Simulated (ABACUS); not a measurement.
# Si (Fd-3m) in ABACUS: settings compared

Aim: see how the results for Si move with the level of theory and the settings. Levels: WC, SOGGA, BP86. Tasks: single point.

All numbers are computed with ABACUS 3.10.1; they aren't measurements. Logs are shortened: lines on timing, memory, paths and dates and some standing lists are left out, and cuts for length are marked.

## Step 1: The crystal as given

It takes space group Fd-3m (No. 227, cubic). The conventional cell has a = 5.444 Å, b = 5.444 Å, c = 5.444 Å, α = 90.00°, β = 90.00°, γ = 90.00°. Around Si (site symmetry -43m) lie 4 Si at 2.36 Å.

## Step 2: Single point, WC

run_abacus.py reads:

```python
"""ABACUS run from a structure file: ASE reads it, the script writes STRU, KPT and INPUT."""
import re
import subprocess
import spglib
from ase import Atoms
from ase.io import read
from ase.units import Bohr

atoms = read("Si.cif")
cell, frac, numbers = spglib.standardize_cell((atoms.cell[:], atoms.get_scaled_positions(), atoms.numbers), to_primitive=True, symprec=1e-4)
atoms = Atoms(numbers=numbers, cell=cell, scaled_positions=frac, pbc=True)  # the primitive cell
atoms = atoms[(-atoms.numbers).argsort(kind="stable")]  # ABACUS lists atoms element by element
pseudo = {'Si': 'Si.upf'}
orbital = {}
magmoms = None
kmesh = [6, 6, 6]
params = {
    'suffix': 'Si',
    'calculation': 'scf',
    'basis_type': 'pw',
    'pseudo_dir': './',
    'symmetry': 1,
    'dft_functional': 'wc',
    'ecutwfc': 36,
    'pseudo_rcut': 10,
    'nspin': 1,
    'nbands': 14,
    'ks_solver': 'dav',
    'smearing_method': 'fd',
    'smearing_sigma': 0.00367493,
    'scf_thr': 1e-08,
    'scf_nmax': 100,
    'mixing_type': 'broyden',
    'mixing_beta': 0.7,
    'cal_force': 1,
    'cal_stress': 1,
    'out_chg': 1,
    'out_pot': 2,
    'out_elf': 1,
}

symbols = atoms.get_chemical_symbols()
elements = list(dict.fromkeys(symbols))
lines = ["ATOMIC_SPECIES"] + [f"{e} {atoms.get_masses()[symbols.index(e)]:.4f} {pseudo[e]}" for e in elements]
if orbital:
    lines += ["", "NUMERICAL_ORBITAL"] + [orbital[e] for e in elements]
lines += ["", "LATTICE_CONSTANT", f"{1 / Bohr:.10f}", "", "LATTICE_VECTORS"]
lines += [" ".join(f"{x:.10f}" for x in v) for v in atoms.cell]
lines += ["", "ATOMIC_POSITIONS", "Direct"]
for e in elements:
    lines += ["", e, "0.0", str(symbols.count(e))]
    for i, p in enumerate(atoms.get_scaled_positions(wrap=False)):
        if symbols[i] == e:
            mag = "" if magmoms is None else " mag " + " ".join(str(x) for x in (magmoms[i] if isinstance(magmoms[i], list) else [magmoms[i]]))
            lines.append(" ".join(f"{x:.10f}" for x in p) + " 1 1 1" + mag)
open("STRU", "w").write("\n".join(lines) + "\n")
open("KPT", "w").write("K_POINTS\n0\nGamma\n%d %d %d 0 0 0\n" % tuple(kmesh))
open("INPUT", "w").write("INPUT_PARAMETERS\n" + "".join(f"{k:<20s}{v}\n" for k, v in params.items()))

done = subprocess.run(['mpirun', '-np', '4', 'abacus'])
if done.returncode:
    raise SystemExit(done.returncode)
log = open("OUT.Si/running_scf.log").read()
print("final energy (eV):", re.findall(r"FINAL_ETOT_IS (\S+)", log))
```

Si.cif reads:

```cif
data_Si
_cell_length_a 5.44370237
_cell_length_b 5.44370237
_cell_length_c 5.44370237
_cell_angle_alpha 90.00000000
_cell_angle_beta 90.00000000
_cell_angle_gamma 90.00000000
_space_group_name_H-M_alt 'Fd-3m'
_space_group_name_Hall 'F 4d 2 3 -1d'
_space_group_IT_number 227
loop_
_space_group_symop_operation_xyz
'x,y,z'
'-y+1/4,x+1/4,z+1/4'
'-x,-y+1/2,z+1/2'
'y+3/4,-x+1/4,z+3/4'
'x,-y,-z'
'-y+1/4,-x+3/4,-z+3/4'
'-x,y+1/2,-z+1/2'
'y+3/4,x+3/4,-z+1/4'
'z,x,y'
'z+1/4,-y+1/4,x+1/4'
'z+1/2,-x,-y+1/2'
'z+3/4,y+3/4,-x+1/4'
'-z,x,-y'
'-z+3/4,-y+1/4,-x+3/4'
'-z+1/2,-x,y+1/2'
'-z+1/4,y+3/4,x+3/4'
'y,z,x'
'x+1/4,z+1/4,-y+1/4'
'-y+1/2,z+1/2,-x'
'-x+1/4,z+3/4,y+3/4'
'-y,-z,x'
'-x+3/4,-z+3/4,-y+1/4'
'y+1/2,-z+1/2,-x'
'x+3/4,-z+1/4,y+3/4'
'-x+1/4,-y+1/4,-z+1/4'
'y,-x,-z'
'x+1/4,y+3/4,-z+3/4'
'-y+1/2,x,-z+1/2'
'-x+1/4,y+1/4,z+1/4'
'y,x+1/2,z+1/2'
'x+1/4,-y+3/4,z+3/4'
'-y+1/2,-x+1/2,z'
'-z+1/4,-x+1/4,-y+1/4'
'-z,y,-x'
'-z+3/4,x+1/4,y+3/4'
'-z+1/2,-y+1/2,x'
'z+1/4,-x+1/4,y+1/4'
'z+1/2,y,x+1/2'
'z+3/4,x+1/4,-y+3/4'
'z,-y+1/2,-x+1/2'
'-y+1/4,-z+1/4,-x+1/4'
[... 89 lines left out ...]
'-z+1/4,x+1/4,y+1/4'
'-z,-y+1/2,x+1/2'
'z+3/4,-x+1/4,y+3/4'
'z,y,x'
'z+1/4,x+1/4,-y+1/4'
'z+1/2,-y+1/2,-x'
'-y+3/4,-z+1/4,-x+3/4'
'-x+1/2,-z,y+1/2'
'y+1/4,-z+3/4,x+3/4'
'x+1/2,-z+1/2,-y'
'y+3/4,z+1/4,-x+3/4'
'x,z+1/2,y+1/2'
'-y+1/4,z+3/4,x+3/4'
'-x,z,-y'
'x+1/2,y+1/2,z'
'-y+3/4,x+3/4,z+1/4'
'-x+1/2,-y,z+1/2'
'y+1/4,-x+3/4,z+3/4'
'x+1/2,-y+1/2,-z'
'-y+3/4,-x+1/4,-z+3/4'
'-x+1/2,y,-z+1/2'
'y+1/4,x+1/4,-z+1/4'
'z+1/2,x+1/2,y'
'z+3/4,-y+3/4,x+1/4'
'z,-x+1/2,-y+1/2'
'z+1/4,y+1/4,-x+1/4'
'-z+1/2,x+1/2,-y'
'-z+1/4,-y+3/4,-x+3/4'
'-z,-x+1/2,y+1/2'
'-z+3/4,y+1/4,x+3/4'
'y+1/2,z+1/2,x'
'x+3/4,z+3/4,-y+1/4'
'-y,z,-x'
'-x+3/4,z+1/4,y+3/4'
'-y+1/2,-z+1/2,x'
'-x+1/4,-z+1/4,-y+1/4'
'y,-z,-x'
'x+1/4,-z+3/4,y+3/4'
'-x+3/4,-y+3/4,-z+1/4'
'y+1/2,-x+1/2,-z'
'x+3/4,y+1/4,-z+3/4'
'-y,x+1/2,-z+1/2'
'-x+3/4,y+3/4,z+1/4'
'y+1/2,x,z+1/2'
'x+3/4,-y+1/4,z+3/4'
'-y,-x,z'
'-z+3/4,-x+3/4,-y+1/4'
'-z+1/2,y+1/2,-x'
'-z+1/4,x+3/4,y+3/4'
'-z,-y,x'
'z+3/4,-x+3/4,y+1/4'
'z,y+1/2,x+1/2'
'z+1/4,x+3/4,-y+3/4'
'z+1/2,-y,-x+1/2'
'-y+3/4,-z+3/4,-x+1/4'
'-x+1/2,-z+1/2,y'
'y+1/4,-z+1/4,x+1/4'
'x+1/2,-z,-y+1/2'
'y+3/4,z+3/4,-x+1/4'
'x,z,y'
'-y+1/4,z+1/4,x+1/4'
'-x,z+1/2,-y+1/2'
loop_
_atom_site_label
_atom_site_type_symbol
_atom_site_symmetry_multiplicity
_atom_site_Wyckoff_symbol
_atom_site_fract_x
_atom_site_fract_y
_atom_site_fract_z
_atom_site_occupancy
Si1 Si 8 a 0.5000000000 0.0000000000 0.5000000000 1
```

Potentials or basis: PseudoDojo NC SR 0.4 PBEsol stringent, plane waves.

Launch:

```
$ OMP_NUM_THREADS=1 python run_abacus.py > log
```

running log:

```text
ABACUS v3.10.1

               Atomic-orbital Based Ab-initio Computation at UStc

 ------------------------------------------------------------------------------------

 READING GENERAL INFORMATION
                           global_out_dir = OUT.Si/
                           global_in_card = INPUT
                               pseudo_dir = ./
                              orbital_dir =
                                    DSIZE = 4
                                    GSIZE = 1

 READING UNITCELL INFORMATION
                                    ntype = 1
                  lattice constant (Bohr) = 1.88973
              lattice constant (Angstrom) = 1

 READING ATOM TYPE 1
                               atom label = Si
                      L=0, number of zeta = 1
                      L=1, number of zeta = 1
                      L=2, number of zeta = 1
             number of atom for this type = 2

                        TOTAL ATOM NUMBER = 2
DIRECT COORDINATES
    atom                   x                   y                   z     mag                  vx                  vy                  vz
taud_Si1            0.0000000000        0.0000000000        0.0000000000  0.0000        0.0000000000        0.0000000000        0.0000000000
taud_Si2            0.2500000000        0.2500000000        0.2500000000  0.0000        0.0000000000        0.0000000000        0.0000000000

                          Volume (Bohr^3) = 272.157
                             Volume (A^3) = 40.3295

 Lattice vectors: (Cartesian coordinate: in unit of a_0)
                   +0            +2.72185            +2.72185
             +2.72185                  +0            +2.72185
             +2.72185            +2.72185                  +0
 Reciprocal vectors: (Cartesian coordinate: in unit of 2 pi/a_0)
            -0.183699           +0.183699           +0.183699
            +0.183699           -0.183699           +0.183699
            +0.183699           +0.183699           -0.183699
 The esolver type has been set to : ksdft_pw

                PAO radial cut off (Bohr) = 10

 Read in pseudopotential file is Si.upf
                     pseudopotential type = NC
          exchange-correlation functional = PBESOL
                 nonlocal core correction = 1
                        valence electrons = 4
                                     lmax = 2
                           number of zeta = 2
                     number of projectors = 6
                           L of projector = 0
                           L of projector = 0
                           L of projector = 1
                           L of projector = 1
                           L of projector = 2
                           L of projector = 2
 XC functional updated to : wc
          exchange-correlation functional = WC
     initial pseudo atomic orbital number = 8

 SETUP THE ELECTRONS NUMBER
            electron number of element Si = 4
      total electron number of element Si = 8
            AUTOSET number of electrons:  = 8
                           occupied bands = 4
                                   NBANDS = 14
                                   NLOCAL = 18

 SETUP THE PLANE WAVE BASIS
 energy cutoff for charge/potential (unit:Ry) = 144
            fft grid for charge/potential = [ 27, 27, 27 ]
                        fft grid division = [ 1, 1, 1 ]
        big fft grid for charge/potential = [ 27, 27, 27 ]
[... 139 lines left out ...]

 Make real space PAO into reciprocal space.
       max mesh points in Pseudopotential = 1001
     dq(describe PAO in reciprocal space) = 0.01
                                    max q = 724

 number of pseudo atomic orbitals for Si is 2
WARNING: norm of atomic wavefunction # 2 of atomic type Si is 0.999853, renormalized

 -------------------------------------------
 SELF-CONSISTENT
 -------------------------------------------
                                 init_chg = atomic

 PW ALGORITHM --------------- ION=   1  ELEC=   1--------------------------------
 Notice: Threshold on eigenvalues was too large.
 hsover_error=0.08 > DRHO=0.0573486
 Origin diag ethr = 0.01
 New diag ethr = 0.000716858

 Density error is 0.0572579059302
                          Error Threshold = 0.000716857572021
----------------------------------------------------------
     Energy           Rydberg                 eV
----------------------------------------------------------
 E_KohnSham     -16.9405778681       -230.4883864194
 E_Harris       -16.7233097758       -227.5323023699
 E_Fermi        0.4428097043         6.0247351081
----------------------------------------------------------
[... 51 lines left out ...]
 Density error is 1.41337255057e-10
                          Error Threshold = 4.248821756e-10
----------------------------------------------------------
     Energy           Rydberg                 eV
----------------------------------------------------------
 E_KohnSham     -16.9418856936       -230.5061802980
 E_KS(sigma->0) -16.9418828124       -230.5061410965
 E_Harris       -16.9418765338       -230.5060556725
 E_band         0.6114361840         8.3190160663
 E_one_elec     4.8875171602         66.4980824512
 E_Hartree      1.0887246614         14.8128589484
 E_xc           -6.1614626930        -83.8310006398
 E_Ewald        -16.7566590597       -227.9860426549
 E_entropy(-TS) -0.0000057625        -0.0000784030
 E_descf        0.0000000000         0.0000000000
 E_exx          0.0000000000         0.0000000000
 E_Fermi        0.4686292016         6.3760273903
----------------------------------------------------------

 charge density convergence is achieved
 final etot is -230.5061803 eV
 EFERMI = 6.3760273903 eV
The vacuum level is 8.195293077 eV

 STATE ENERGY(eV) AND OCCUPATIONS    NSPIN == 1
 1/16 kpoint (Cartesian) = 0.0000 0.0000 0.0000 (242 pws)
       1       -5.83567     0.00925926
       2        6.09887     0.00922316
       3        6.09887     0.00922316
       4        6.09887     0.00922316
       5        8.62999    2.44858e-22
       6        8.62999    2.44858e-22
       7        8.62999    2.44858e-22
       8        9.31519    2.73731e-28
       9        13.7526    7.85031e-67
      10        13.8155    2.22721e-67
      11        13.8155    2.22721e-67
      12        17.1852        0.00000
      13        17.1852        0.00000
      14        17.1852        0.00000
[... 66 lines left out ...]
       1       -4.54011       0.222222
       2        1.65775       0.222222
       3        4.09528       0.222222
       4        4.35384       0.222222
       5        7.98930    2.15822e-15
       6        10.0810    1.46407e-33
       7        10.5498    1.24051e-37
       8        11.1294    1.14676e-42
       9        15.1109    2.99593e-77
      10        15.1363    1.80290e-77
      11        16.3066    1.23299e-87
      12        18.7476        0.00000
      13        19.7333        0.00000
      14        21.2465        0.00000

[... levels at 10 further k points ...]

------------------------------------------------------------------------------------------
 TOTAL-FORCE (eV/Angstrom)
------------------------------------------------------------------------------------------
                       Si1         0.0000000000         0.0000000000         0.0000000000
                       Si2         0.0000000000         0.0000000000         0.0000000000
------------------------------------------------------------------------------------------

----------------------------------------------------------------
 TOTAL-STRESS (KBAR)
----------------------------------------------------------------
        -4.6544639486         0.0000000000         0.0000000000
         0.0000000000        -4.6544639486        -0.0000000000
         0.0000000000        -0.0000000000        -4.6544639486
----------------------------------------------------------------
 TOTAL-PRESSURE: -4.654464 KBAR

 --------------------------------------------
 !FINAL_ETOT_IS -230.5061802980402774 eV
 --------------------------------------------
```

It took 1.9 s on 4 MPI ranks of Intel Xeon Platinum 8488C (Sapphire Rapids), shared host; peak memory 0.36 GiB.

Results:

* Free energy: -230.5062 eV
* Pressure: -0.5 GPa
* Band gap on the k mesh: 0.61 eV, indirect (least direct gap 2.53 eV)

Caveat: the potentials were made for another functional, which shifts forces and pressure. A k mesh can miss the band edges.

## Step 3: Single point, SOGGA

run_abacus.py, as its differences from that of step 2:

```diff
@@ -3,4 +3,2 @@
 import subprocess
-import spglib
-from ase import Atoms
 from ase.io import read
@@ -8,5 +6,3 @@
 
-atoms = read("Si.cif")
-cell, frac, numbers = spglib.standardize_cell((atoms.cell[:], atoms.get_scaled_positions(), atoms.numbers), to_primitive=True, symprec=1e-4)
-atoms = Atoms(numbers=numbers, cell=cell, scaled_positions=frac, pbc=True)  # the primitive cell
+atoms = read("POSCAR")
 atoms = atoms[(-atoms.numbers).argsort(kind="stable")]  # ABACUS lists atoms element by element
@@ -22,3 +18,3 @@
     'symmetry': 1,
-    'dft_functional': 'wc',
+    'dft_functional': 'GGA_X_SOGGA+GGA_C_PBE',
     'ecutwfc': 36,
@@ -37,4 +33,3 @@
     'out_chg': 1,
-    'out_pot': 2,
-    'out_elf': 1,
+    'kpar': 4,
 }
```

POSCAR reads:

```
Si
1.0
    0.0000000000      2.7218511865      2.7218511865
    2.7218511865      0.0000000000      2.7218511865
    2.7218511865      2.7218511865      0.0000000000
Si
2
Direct
    0.5000000000      0.5000000000      0.5000000000
    0.7500000000      0.7500000000      0.7500000000
```

Potentials or basis: PseudoDojo NC SR 0.4.1 PBEsol standard, plane waves.

Launch:

```
$ OMP_NUM_THREADS=1 python run_abacus.py > log
```

Run time: 2.4 s. Hardware: 4 MPI ranks of Intel Xeon Platinum 8259CL at 2.50GHz (Skylake/Cascade Lake), shared host; peak memory 0.36 GiB.

Results (log left out):

```
Free energy            : -229.6646 eV
Pressure               : -1.5 GPa
Band gap on the k mesh : 0.54 eV, indirect (least direct gap 2.46 eV)
```

Levels at points of the mesh, in eV from the valence-band top:
```tsv
k point	band 1	band 2	band 3	band 4	band 5	band 6	band 7	band 8
(0.00, 0.00, 0.00)	-11.97	0.00	0.00	0.00	2.46	2.46	2.46	3.19
(0.50, 0.50, 0.50)	-9.63	-7.02	-1.21	-1.21	1.39	3.22	3.22	7.41
(0.50, 0.50, 0.00)	-7.83	-7.83	-2.88	-2.88	0.54	0.54	9.94	9.94
```

Caveat: the potentials were made for another functional, which shifts forces and pressure. A k mesh can miss the band edges.

[end of part 1 of 2]
